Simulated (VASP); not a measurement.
# Pb: single point with vdW-DF2

Crystal: Pb.

```xyz
1
Lattice="0.0160 2.5140 2.5615 2.4582 0.0343 2.5431 2.4274 2.4648 0.0652" Properties=species:S:1:pos:R:3 pbc="T T T"
Pb   -0.0667    0.0965   -0.0275
```

The cell isn't the ideal one: cell strained at random at fixed volume.

```
Program             : VASP 6.6.1
Task                : single point
Functional          : vdW-DF2
Potentials or basis : VASP PAW PBE potentials, release 54 (Pb_d)
Cutoff              : 520 eV
k mesh              : 9 × 9 × 9
Occupations         : methfessel-paxton, width 0.2 eV
Spin                : no spin polarisation
```

```yaml
Pressure: 7.7 GPa
Band_gap_on_the_k_mesh: none (metal or under the smearing width)
```

Stress tensor (GPa, compression positive):
```
 7.98  0.04 -0.58
 0.04  7.79 -1.20
-0.58 -1.20  7.29
```

Levels at points of the mesh, in eV from the Fermi level:
| k point | band 5 | band 6 | band 7 | band 8 | band 9 | band 10 |
| --- | --- | --- | --- | --- | --- | --- |
| (0.00, 0.00, 0.00) | -16.84 | -11.70 | 6.86 | 7.14 | 7.65 | 10.34 |

It took 5.7 min on 1 thread of Intel(R) Xeon(R) Platinum 8488C (Sapphire Rapids), on a shared host, peak memory 0.42 GiB.

Caveat: the PAW data sets were made with another functional, which shifts forces and pressure a little. The run has no spin-orbit coupling, so splittings on Pb are missing.
